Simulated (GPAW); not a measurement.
# TaS2 (P-3m1) in GPAW: reference runs

Aim: a first look at TaS2 with PBE, on the cell as given and on a disturbed one.

Everything below comes from runs of GPAW 26.7.0. Logs are shortened: lines on timing, memory, paths and dates and some standing lists are left out, and cuts for length are marked. The log counts tension as positive stress, the text compression.

### 1 The structure

The structure is trigonal, space group P-3m1 (No. 164). Conventional cell: a = 3.350 Å, b = 3.350 Å, c = 5.860 Å, α = 90.00°, β = 90.00°, γ = 120.00°. Around Ta (site symmetry -3m) lie 6 S at 2.43 Å. S (site symmetry 3m) has 3 Ta at 2.43 Å as nearest neighbours.

### 2 Single point, PBE

File run.py:

```python
from ase import Atoms
from ase.dft.bandgap import bandgap
from ase.io import write
from ase.units import Bohr, GPa
from gpaw import GPAW, PW
from gpaw.elf import elf_from_dft_calculation

atoms = Atoms(['Ta', 'S', 'S'],
              cell=[[3.35, 0.0, 0.0],
                    [-1.675, 2.9011851027, 0.0],
                    [0.0, 0.0, 5.86]],
              scaled_positions=[[0.0, 0.0, 0.0],
                                [0.6666666667, 0.3333333333, 0.75],
                                [0.3333333333, 0.6666666667, 0.25]],
              pbc=True)

calc = GPAW(mode=PW(600),
            xc='PBE',
            kpts={'size': (9, 9, 5), 'gamma': True},
            occupations={'name': 'fermi-dirac', 'width': 0.05},
            nbands=25,
            convergence={'density': 1e-05, 'energy': 1e-05},
            maxiter=150,
            txt='gpaw.txt')
atoms.calc = calc
energy = atoms.get_potential_energy()
forces = atoms.get_forces()
stress = atoms.get_stress()
calc.write('gs.gpw')
write('result.traj', atoms)
print(f'Energy: {energy:.6f} eV')
print('Forces (eV/A):')
print(forces.round(4))
print('Stress (GPa):', (stress / GPa).round(3))
print('Fermi level:', round(calc.get_fermi_level(), 4), 'eV')
print(f'Gap: {bandgap(calc)[0]:.4f} eV, direct: {bandgap(calc, direct=True)[0]:.4f} eV')

# fields on the real-space grid
write('density.cube', atoms, data=calc.get_pseudo_density() * Bohr**3)
write('potential.cube', atoms, data=calc.get_electrostatic_potential())
write('elf.cube', atoms, data=elf_from_dft_calculation(calc).data)
```

Potentials or basis: GPAW PAW data sets (gpaw-data 1.2.1), pw.

The run is started by

```console
$ OMP_NUM_THREADS=1 python run.py
```

gpaw.txt:

```text
__  _  _
 | _ |_)|_||  |
 |__||  | ||/\| - 26.7.0

Input parameters:
  mode=PW(ecut=600.0),
  convergence={'density': 1e-05, 'energy': 1e-05},
  kpts=MonkhorstPack(size=(9, 9, 5), gamma=True),
  maxiter=150,
  nbands=25,
  occupations=Occupations(name='fermi-dirac', width=0.05),
  xc=XC(name='PBE')

Diagonalizing LCAO Hamiltonian
Converting LCAO to pw mode

            S

         S

       Ta

Atoms  # Å, Bohr magnetons
|   | symbol |         x |        y |        z |    initial magnetic moments |
|---|--------|-----------|----------|----------|-----------------------------|
| 0 |     Ta |  0.000000 | 0.000000 | 0.000000 | ( 0.0000,  0.0000,  0.0000) |
| 1 |      S |  1.675000 | 0.967062 | 4.395000 | ( 0.0000,  0.0000,  0.0000) |
| 2 |      S | -0.000000 | 1.934123 | 1.465000 | ( 0.0000,  0.0000,  0.0000) |

Unit cell  # Å
| periodic |         x |        y |        z |  lengths |     angles |
|----------|-----------|----------|----------|----------|------------|
|      yes |  3.350000 | 0.000000 | 0.000000 | 3.350000 |  90.000000 |
|      yes | -1.675000 | 2.901185 | 0.000000 | 3.350000 |  90.000000 |
|      yes |  0.000000 | 0.000000 | 5.860000 | 5.860000 | 120.000000 |

Number of symmetries: 12
Symmetry operations  # r_c * U_cc + t_c -> r_c
|    | kind |            matrix            |
|----|------|------------------------------|
|  0 |  σ   |  1, 1, 0,  0,-1, 0,  0, 0, 1 |
|  1 |  S6  |  1, 1, 0, -1, 0, 0,  0, 0,-1 |
|  2 |  E   |  1, 0, 0,  0, 1, 0,  0, 0, 1 |
|  3 |  C2  |  1, 0, 0, -1,-1, 0,  0, 0,-1 |
|  4 |  C2  |  0, 1, 0,  1, 0, 0,  0, 0,-1 |
|  5 |  C3  |  0, 1, 0, -1,-1, 0,  0, 0, 1 |
|  6 |  S6  |  0,-1, 0,  1, 1, 0,  0, 0,-1 |
|  7 |  σ   |  0,-1, 0, -1, 0, 0,  0, 0, 1 |
|  8 |  σ   | -1, 0, 0,  1, 1, 0,  0, 0, 1 |
|  9 |  i   | -1, 0, 0,  0,-1, 0,  0, 0,-1 |
| 10 |  C3  | -1,-1, 0,  1, 0, 0,  0, 0, 1 |
| 11 |  C2  | -1,-1, 0,  0, 1, 0,  0, 0,-1 |

BZ-sampling:
  Number of BZ points: 405
  Number of IBZ points: 50

  Monkhorst-Pack size: [9, 9, 5]
  Monkhorst-Pack shift: [0, 0, 0]

K-points  # in reciprocal-cell coordinates
|     |                                coordinates |     weight |
|-----|--------------------------------------------|------------|
|   0 | (  0.00000000,   0.00000000,   0.00000000) | 0.00246914 |
|   1 | (  0.00000000,   0.00000000,   0.20000000) | 0.00493827 |
|   2 | (  0.00000000,   0.00000000,   0.40000000) | 0.00493827 |
|   3 | (  0.11111111,   0.00000000,  -0.40000000) | 0.01481481 |
|   4 | (  0.11111111,   0.00000000,  -0.20000000) | 0.01481481 |
|   5 | (  0.11111111,   0.00000000,   0.00000000) | 0.01481481 |
|   6 | (  0.11111111,   0.00000000,   0.20000000) | 0.01481481 |
|   7 | (  0.11111111,   0.00000000,   0.40000000) | 0.01481481 |
|   8 | (  0.22222222,  -0.11111111,   0.00000000) | 0.01481481 |
|   9 | (  0.22222222,  -0.11111111,   0.20000000) | 0.02962963 |
| ... |                                            |            |
|  49 | (  0.44444444,   0.44444444,   0.40000000) | 0.02962963 |

Plane wave coefficients: 1931
Cutoff: 600.0 eV

Spin-components: 1 (collinear spins)
Bands:           25
Projectors:      16
Spin-degeneracy: 2
Datatype:        complex128

Density:
  Valence electrons: 25.0
  Components: 1
  Grid points: [20 20 35]
  Charge: 0.0  # |e|

Potential:
  Grid points: [20 20 35]

species:
  Ta:
    name:    Tantalum
    Z:       73.0
    valence: 13
    core:    60
    charge:  0.0  # [|e|]
    compensation charges:
      type: gauss
      rc: 0.42  # [Å]
      lmax: 2
    cutoffs:
      filter: 2.36  # [Å]
      core: 3.45  # [Å]
    projectors
    | kind |    occ | energy [eV] | rcut [Å] |
    |------|--------|-------------|----------|
    |   5s |  2.000 |     -72.790 |    1.365 |
    |   6s |  2.000 |      -5.429 |    1.365 |
    |   5p |  6.000 |     -39.427 |    1.349 |
    |   6p |  0.000 |      -1.396 |    1.349 |
    |   5d |  3.000 |      -3.603 |    1.307 |
    |    d |        |      23.609 |    1.307 |

    Using partial waves for Ta as LCAO basis

  S:
    name:    Sulfur
    Z:       16.0
    valence: 6
    core:    10
    charge:  0.0  # [|e|]
    compensation charges:
      type: gauss
      rc: 0.24  # [Å]
      lmax: 2
    cutoffs:
      filter: 1.77  # [Å]
      core: 1.66  # [Å]
    projectors
    | kind |    occ | energy [eV] | rcut [Å] |
    |------|--------|-------------|----------|
    |   3s |  2.000 |     -17.254 |    0.974 |
    |   3p |  4.000 |      -7.008 |    0.979 |
    |    s |        |       9.957 |    0.974 |
    |    p |        |      20.203 |    0.979 |
    |    d |        |       0.000 |    0.900 |

    Using partial waves for S as LCAO basis

Reference energy: -445887.681196  # eV

eigensolver:
  PPCG
  Converge bands: occupied
  niter=2

density mixing:
  MSR1-Mixer
  Pratt-step length: 0.05
  Maximum mixing coefficient: 0.75
  Old densities: 10
  SVD Regularization: 0.005
  Good broyden scale: 1.0
  Trust region scale: 1.0
  Backstep threshold: 4.0
  History deletion threshold: 6.0
  Fourier metric: weight=20.0, sigma=0.015

occupation numbers:
  Fermi-Dirac:
    width: 0.0500  # eV

poisson solver:
  ecut: 4800.0  # eV

xc functional:
[... 9 lines left out ...]
|iter     | |      energy | eigst |  dens |
|---------|-|-------------|-------|-------|
|iter:   1| |  -21.551248 | +0.25 |       |
|iter:   2| |  -21.448220 | -1.76 | -1.11 |
|iter:   3| |  -21.046033 | -1.54 | -1.16 |
|iter:   4| |  -21.037997 | -2.66 | -1.62 |
|iter:   5| |  -21.029768 | -3.36 | -1.85 |
|iter:   6| |  -21.029163 | -3.80 | -2.10 |
|iter:   7| |  -21.029175 | -5.62 | -3.19 |
|iter:   8| |  -21.029178c| -6.75 | -3.70 |
|iter:   9| |  -21.029178c| -8.16c| -4.51 |
|iter:  10| |  -21.029178c| -8.86c| -5.32c|

Converged in 10 steps
Energy contributions relative to reference atoms: (reference = -445887.681196)

Energy contributions:
  Kinetic:          30.796869
  Coulomb:         -31.055562
  Zero:             -0.026012
  External:          0.000000
  Xc:              -20.736929
  Entropy:          -0.015089
  Spinorbit:         0.000000
  ----------------------------
  Free energy:     -21.036722
  Extrapolated:    -21.029178

dipole moment: (-6.014492, -10.417407, -21.041747)  # |e|*Ang

Fermi level: 8.049
Eigenvalues  # (at kpt = [0.000, 0.000, 0.000])
| band index |      eig [eV] | occ [0-2] |
|------------|---------------|-----------|
|          0 |       -60.549 |     2.000 |
|        ... |               |           |
|          4 |        -7.099 |     2.000 |
|          5 |        -5.031 |     2.000 |
|          6 |         1.084 |     2.000 |
|          7 |         3.799 |     2.000 |
|          8 |         3.799 |     2.000 |
|          9 |         6.703 |     2.000 |
[... 8 lines left out ...]
|         18 |        13.637 |     0.000 |
|         19 |        16.964 |     0.000 |
|        ... |               |           |
|         24 |        21.925 |     0.000 |

No gap
No difference between direct/indirect transitions

Forces  # eV/Ang
|       x |        y |        z |
|---------|----------|----------|
| 0.00000 | -0.00000 |  0.00000 |  # Ta   0
| 0.00000 |  0.00000 | -1.28207 |  # S    1
| 0.00000 |  0.00000 |  1.28207 |  # S    2

Stress tensor  # eV/Ang^3
|         x |         y |         z |
|-----------|-----------|-----------|
| -0.049083 |  0.000000 |  0.000000 |
|  0.000000 | -0.049083 |  0.000000 |
|  0.000000 |  0.000000 | -0.079162 |

# Writing to gs.gpw (mode='')
```

It took 48 s on 1 thread of AMD EPYC 7R43 (Zen 3), shared host; peak memory 0.2 GiB.

What came out:

```
Free energy            : -21.0367 eV
Pressure               : 9.5 GPa
Largest force          : 1.282 eV/Å
Band gap on the k mesh : none (metal or under the smearing width)
```

Forces in eV/Å, atoms in the order of the input:
```
Ta   0.000  0.000  0.000
S    0.000  0.000 -1.282
S    0.000  0.000  1.282
```

Stress tensor (GPa, compression positive):
```
 7.86  0.00  0.00
 0.00  7.86  0.00
 0.00  0.00 12.68
```

Caveat: this functional lacks dispersion, which binds the layers, so the pressure and a relaxed spacing across them are unreliable; forces of over 1 eV/Å show positions far from the minimum, so gaps and moduli don't describe the material at rest.

### 3 Single point, PBE (atoms moved at random, drawn with an rms of 0.05 Å)

File run.py:

```python
from ase.dft.bandgap import bandgap
from ase.io import read, write
from ase.units import GPa
from gpaw import GPAW, PW

atoms = read('TaS2.xyz')

calc = GPAW(mode=PW(600),
            xc='PBE',
            kpts={'size': (9, 9, 5), 'gamma': True},
            occupations={'name': 'fermi-dirac', 'width': 0.05},
            nbands=25,
            convergence={'density': 1e-05, 'energy': 1e-05},
            maxiter=150,
            txt='gpaw.txt')
atoms.calc = calc
energy = atoms.get_potential_energy()
forces = atoms.get_forces()
stress = atoms.get_stress()
calc.write('gs.gpw')
write('result.traj', atoms)
print(f'Energy: {energy:.6f} eV')
print('Forces (eV/A):')
print(forces.round(4))
print('Stress (GPa):', (stress / GPa).round(3))
print('Fermi level:', round(calc.get_fermi_level(), 4), 'eV')
print(f'Gap: {bandgap(calc)[0]:.4f} eV, direct: {bandgap(calc, direct=True)[0]:.4f} eV')
```

File TaS2.xyz:

```xyz
3
Lattice="3.3500000000 0.0000000000 0.0000000000 -1.6750000000 2.9011851027 0.0000000000 0.0000000000 0.0000000000 5.8600000000" Properties=species:S:1:pos:R:3 pbc="T T T"
Ta     0.0132894500      0.0008993674      0.0124173400
S      1.6747638250      0.9637417781      4.3864209600
S     -0.0254265000      1.9278258960      1.4404759000
```

Potentials or basis: GPAW PAW data sets (gpaw-data 1.2.1), pw.

The run is started by

```console
$ OMP_NUM_THREADS=1 python run.py
```

gpaw.txt:

```text
__  _  _
 | _ |_)|_||  |
 |__||  | ||/\| - 26.7.0

Input parameters:
  mode=PW(ecut=600.0),
  convergence={'density': 1e-05, 'energy': 1e-05},
  kpts=MonkhorstPack(size=(9, 9, 5), gamma=True),
  maxiter=150,
  nbands=25,
  occupations=Occupations(name='fermi-dirac', width=0.05),
  xc=XC(name='PBE')

Diagonalizing LCAO Hamiltonian
Converting LCAO to pw mode

            S

         S

       Ta

Atoms  # Å, Bohr magnetons
|   | symbol |         x |        y |        z |    initial magnetic moments |
|---|--------|-----------|----------|----------|-----------------------------|
| 0 |     Ta |  0.013289 | 0.000899 | 0.012417 | ( 0.0000,  0.0000,  0.0000) |
| 1 |      S |  1.674764 | 0.963742 | 4.386421 | ( 0.0000,  0.0000,  0.0000) |
| 2 |      S | -0.025427 | 1.927826 | 1.440476 | ( 0.0000,  0.0000,  0.0000) |

Unit cell  # Å
| periodic |         x |        y |        z |  lengths |     angles |
|----------|-----------|----------|----------|----------|------------|
|      yes |  3.350000 | 0.000000 | 0.000000 | 3.350000 |  90.000000 |
|      yes | -1.675000 | 2.901185 | 0.000000 | 3.350000 |  90.000000 |
|      yes |  0.000000 | 0.000000 | 5.860000 | 5.860000 | 120.000000 |

Number of symmetries: 1
Symmetry operations  # r_c * U_cc + t_c -> r_c
|   | kind |            matrix            |
|---|------|------------------------------|
| 0 |  E   |  1, 0, 0,  0, 1, 0,  0, 0, 1 |

BZ-sampling:
  Number of BZ points: 405
  Number of IBZ points: 203

  Monkhorst-Pack size: [9, 9, 5]
  Monkhorst-Pack shift: [0, 0, 0]

K-points  # in reciprocal-cell coordinates
|     |                                coordinates |     weight |
|-----|--------------------------------------------|------------|
|   0 | (  0.00000000,   0.00000000,   0.00000000) | 0.00246914 |
|   1 | (  0.00000000,   0.00000000,   0.20000000) | 0.00493827 |
|   2 | (  0.00000000,   0.00000000,   0.40000000) | 0.00493827 |
|   3 | (  0.00000000,   0.11111111,  -0.40000000) | 0.00493827 |
|   4 | (  0.00000000,   0.11111111,  -0.20000000) | 0.00493827 |
|   5 | (  0.00000000,   0.11111111,   0.00000000) | 0.00493827 |
|   6 | (  0.00000000,   0.11111111,   0.20000000) | 0.00493827 |
|   7 | (  0.00000000,   0.11111111,   0.40000000) | 0.00493827 |
|   8 | (  0.00000000,   0.22222222,  -0.40000000) | 0.00493827 |
|   9 | (  0.00000000,   0.22222222,  -0.20000000) | 0.00493827 |
| ... |                                            |            |
| 202 | (  0.44444444,   0.44444444,   0.40000000) | 0.00493827 |

Plane wave coefficients: 1931
Cutoff: 600.0 eV

Spin-components: 1 (collinear spins)
Bands:           25
Projectors:      16
Spin-degeneracy: 2
Datatype:        complex128

Density:
  Valence electrons: 25.0
  Components: 1
  Grid points: [20 20 35]
  Charge: 0.0  # |e|

Potential:
  Grid points: [20 20 35]

species:
  Ta:
    name:    Tantalum
    Z:       73.0
    valence: 13
    core:    60
    charge:  0.0  # [|e|]
    compensation charges:
      type: gauss
      rc: 0.42  # [Å]
      lmax: 2
    cutoffs:
      filter: 2.36  # [Å]
      core: 3.45  # [Å]
    projectors
    | kind |    occ | energy [eV] | rcut [Å] |
    |------|--------|-------------|----------|
    |   5s |  2.000 |     -72.790 |    1.365 |
    |   6s |  2.000 |      -5.429 |    1.365 |
    |   5p |  6.000 |     -39.427 |    1.349 |
    |   6p |  0.000 |      -1.396 |    1.349 |
    |   5d |  3.000 |      -3.603 |    1.307 |
    |    d |        |      23.609 |    1.307 |

    Using partial waves for Ta as LCAO basis

  S:
    name:    Sulfur
    Z:       16.0
    valence: 6
    core:    10
    charge:  0.0  # [|e|]
    compensation charges:
      type: gauss
      rc: 0.24  # [Å]
      lmax: 2
    cutoffs:
      filter: 1.77  # [Å]
      core: 1.66  # [Å]
    projectors
    | kind |    occ | energy [eV] | rcut [Å] |
    |------|--------|-------------|----------|
    |   3s |  2.000 |     -17.254 |    0.974 |
    |   3p |  4.000 |      -7.008 |    0.979 |
    |    s |        |       9.957 |    0.974 |
    |    p |        |      20.203 |    0.979 |
    |    d |        |       0.000 |    0.900 |

    Using partial waves for S as LCAO basis

Reference energy: -445887.681196  # eV

eigensolver:
  PPCG
  Converge bands: occupied
  niter=2

density mixing:
  MSR1-Mixer
  Pratt-step length: 0.05
  Maximum mixing coefficient: 0.75
  Old densities: 10
  SVD Regularization: 0.005
  Good broyden scale: 1.0
  Trust region scale: 1.0
  Backstep threshold: 4.0
  History deletion threshold: 6.0
  Fourier metric: weight=20.0, sigma=0.015

occupation numbers:
  Fermi-Dirac:
    width: 0.0500  # eV

poisson solver:
  ecut: 4800.0  # eV

xc functional:
[... 9 lines left out ...]
|iter     | |      energy | eigst |  dens |
|---------|-|-------------|-------|-------|
|iter:   1| |  -21.510387 | +0.25 |       |
|iter:   2| |  -21.408709 | -1.76 | -1.11 |
|iter:   3| |  -21.008439 | -1.54 | -1.16 |
|iter:   4| |  -20.999976 | -2.64 | -1.62 |
|iter:   5| |  -20.990773 | -3.34 | -1.85 |
|iter:   6| |  -20.990389 | -3.80 | -2.11 |
|iter:   7| |  -20.990407 | -5.51 | -3.19 |
|iter:   8| |  -20.990402c| -6.26 | -3.56 |
|iter:   9| |  -20.990401c| -7.07 | -3.87 |
|iter:  10| |  -20.990401c| -7.56c| -4.66 |
|iter:  11| |  -20.990401c| -8.28c| -5.41c|

Converged in 11 steps
Energy contributions relative to reference atoms: (reference = -445887.681196)

Energy contributions:
  Kinetic:          32.170227
  Coulomb:         -32.192490
  Zero:             -0.028052
  External:          0.000000
  Xc:              -20.932349
  Entropy:          -0.015474
  Spinorbit:         0.000000
  ----------------------------
  Free energy:     -20.998138
  Extrapolated:    -20.990401

dipole moment: (-5.937785, -10.441578, -20.810214)  # |e|*Ang

Fermi level: 8.053
Eigenvalues  # (at kpt = [0.000, 0.000, 0.000])
| band index |      eig [eV] | occ [0-2] |
|------------|---------------|-----------|
|          0 |       -60.537 |     2.000 |
|        ... |               |           |
|          4 |        -7.127 |     2.000 |
|          5 |        -5.038 |     2.000 |
|          6 |         1.081 |     2.000 |
|          7 |         3.726 |     2.000 |
|          8 |         3.755 |     2.000 |
|          9 |         6.676 |     2.000 |
[... 8 lines left out ...]
|         18 |        13.666 |     0.000 |
|         19 |        16.952 |     0.000 |
|        ... |               |           |
|         24 |        21.884 |     0.000 |

No gap
No difference between direct/indirect transitions

Forces  # eV/Ang
|        x |        y |        z |
|----------|----------|----------|
| -0.31382 | -0.05596 | -0.76599 |  # Ta   0
|  0.01738 |  0.01669 | -1.05885 |  # S    1
|  0.29644 |  0.03927 |  1.82478 |  # S    2

Stress tensor  # eV/Ang^3
|         x |         y |         z |
|-----------|-----------|-----------|
| -0.053511 |  0.004145 | -0.006715 |
|  0.004145 | -0.054564 | -0.000507 |
| -0.006715 | -0.000507 | -0.085995 |

# Writing to gs.gpw (mode='')
```

It took 3.1 min on 1 thread of AMD EPYC 7R43 (Zen 3), shared host; peak memory 0.38 GiB.

Results:

- Free energy: -20.9981 eV
- Pressure: 10.4 GPa
- Largest force: 1.849 eV/Å
- Band gap on the k mesh: none (metal or under the smearing width)

Forces in eV/Å, atoms in the order of the input:
```
Ta  -0.314 -0.056 -0.766
S    0.017  0.017 -1.059
S    0.296  0.039  1.825
```

Stress tensor (GPa, compression positive):
```
 8.57 -0.66  1.08
-0.66  8.74  0.08
 1.08  0.08 13.78
```

Levels at points of the mesh, in eV from the Fermi level:
```
           k point  band 10  band 11  band 12  band 13  band 14  band 15
(0.00, 0.00, 0.00)    -1.38    -0.84    -0.83     0.00     0.05     0.33
```

Spin-orbit coupling is left out, which matters for the levels of Ta.
